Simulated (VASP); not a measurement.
Set up this calculation in VASP 6.6.1, as the native input.

```
Task                   : relaxation of cell and atoms
Functional             : PBE
Potentials or basis    : VASP PAW PBE potentials, release 64 (Mg, Sn_d, N)
Cutoff                 : 520 eV
k mesh                 : 5 × 5 × 5
Occupations            : gaussian, width 0.15 eV
Spin                   : no spin polarisation
Further INCAR settings : PREC = Normal; ALGO = Fast; EDIFF = 0.0001; IBRION = 2; EDIFFG = -0.08; NSW = 24; ISIF = 3
```

The structure of MgSn2N2 lies in POSCAR:

```
MgSn2N2
1.0
   -2.1745022700      2.1745022700      4.9784698800
    2.1745022700     -2.1745022700      4.9784698800
    2.1745022700      2.1745022700     -4.9784698800
Mg Sn N
1 2 2
Direct
    0.0000000000      0.0000000000      0.0000000000
    0.3750000000      0.3750000000      0.0000000000
    0.6250000000      0.6250000000      0.0000000000
    0.7500000000      0.2500000000      0.5000000000
    0.2500000000      0.7500000000      0.5000000000
```

The cell was built by a generator and needn't be a form met in nature.

The input as run:

INCAR

```
SYSTEM = MgSn2N2
PREC = Normal
ENCUT = 520
EDIFF = 1E-4
ISMEAR = 0
SIGMA = 0.15
LREAL = .FALSE.
LASPH = .TRUE.
NELM = 60
ALGO = Fast
ISIF = 3
LWAVE = .FALSE.
LCHARG = .FALSE.
GGA = PE
IBRION = 2
NSW = 24
EDIFFG = -0.08
```

KPOINTS

```
Automatic mesh
0
G
  5 5 5
  0 0 0
```

Potentials or basis: VASP PAW PBE potentials, release 64 (Mg, Sn_d, N).

Command:

```console
$ cat potpaw_PBE.64/Mg/POTCAR potpaw_PBE.64/Sn_d/POTCAR potpaw_PBE.64/N/POTCAR > POTCAR
$ mpirun -np 1 vasp_std > vasp.out
```

It gave:

```json
{
  "Relaxed volume": "17.19 Å³/atom",
  "Relaxed cell": "a = 5.815 Å, b = 5.815 Å, c = 5.815 Å, α = 138.35°, β = 138.35°, γ = 60.37°",
  "Space group after relaxing (to 0.05 Å)": "I4/mmm (No. 139)",
  "Energy gained by relaxing": "471.0 meV/atom",
  "Ionic steps": "9",
  "Pressure after relaxing": "0.0 GPa",
  "Largest force after relaxing": "0.006 eV/Å",
  "Band gap on the k mesh": "none (metal or under the smearing width)"
}
```

Caveat: the k mesh is coarse (spacing up to 0.41 Å⁻¹), so the values aren't converged; the relaxation stopped at a loose force limit of 0.08 eV/Å, so its end isn't a converged minimum.

It took 81 s on 1 thread of Intel(R) Xeon(R) 6975P-C (Granite Rapids), on a shared host, peak memory 0.23 GiB.
